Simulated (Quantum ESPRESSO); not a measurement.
BN:

```
N B
1.0
     1.25112    0.72234    3.37293
    -1.25112    0.72234    3.37293
     0.00000   -1.44467    3.37293
N B
1 1
Direct
  0.66724 0.66724 0.66724
  0.00033 0.00033 0.00033
```

The cell is a database's computed one.

Program: Quantum ESPRESSO 7.5. Alike in all runs: task dielectric tensor; no spin polarisation; cell as given; cutoff (eV) 612; smearing fermi-dirac 0.05 eV.

Q: Order these runs on this cell by their pressure, lowest first.
A. level PBEsol; potentials or basis GBRV 1.5 PBEsol; k mesh 8 × 8 × 8, shifted
B. level LDA; potentials or basis GBRV 1.5 LDA; k mesh 16 × 16 × 16, shifted; form of the LDA correlation PZ81
C. level BLYP; potentials or basis GBRV 1.5 PBE; k mesh 8 × 8 × 8, shifted

A: B (-3.4 GPa), A (1.1 GPa), C (7.1 GPa).

Caveats: the cell is more than 3 GPa from zero pressure, which shifts response properties (some runs); the potentials were made for another functional, which shifts forces and pressure (some runs).
